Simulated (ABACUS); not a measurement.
# MnO: equation of state with PBEsol

Crystal: MnO.

```
CELL_PARAMETERS angstrom
0.00000 2.22391 2.22391
2.22391 0.00000 2.22391
2.22391 2.22391 0.00000
ATOMIC_POSITIONS crystal
Mn 0.00000 0.00000 0.00000
O 0.50000 0.50000 0.50000
```

The cell is a database's computed one.

```
Program                                       : ABACUS 3.10.1
Task                                          : equation of state
Functional                                    : PBEsol
Potentials or basis                           : PseudoDojo NC SR 0.4.1 PBEsol standard
Cutoff                                        : 1320 eV
Density cutoff                                : 5279 eV
Basis                                         : plane waves
k mesh                                        : 8 × 8 × 8
Occupations                                   : fermi-dirac, width 0.05 eV
Spin                                          : collinear spin, ferromagnetic start
Starting moments                              : [4.0, 0.0] μB
Radial cutoff of the potentials (pseudo_rcut) : 7 bohr
SCF threshold on the density                  : 1e-08
Max SCF steps                                 : 100
Eigensolver                                   : dav
Mixing                                        : broyden
Mixing share                                  : 0.4
Symmetry key                                  : 1
```

```json
{"Equilibrium volume": "10.17 Å³/atom (rough: see the caveat)", "Bulk modulus": "71 GPa (rough)"}
```

Energy against volume, from the lowest point:
```
volume (Å³/atom)  energy (meV/atom)
          10.339               0.00
          10.779               8.17
          11.219              26.68
          11.659              56.03
```

All runs of the series together: 110 s on 4 threads of Intel(R) Xeon(R) Platinum 8259CL CPU @ 2.50GHz (Skylake/Cascade Lake), with other jobs on the host.

Caveat: the fit is doubtful: noisy points or a state that changes with volume; the minimum lies outside the volumes run.
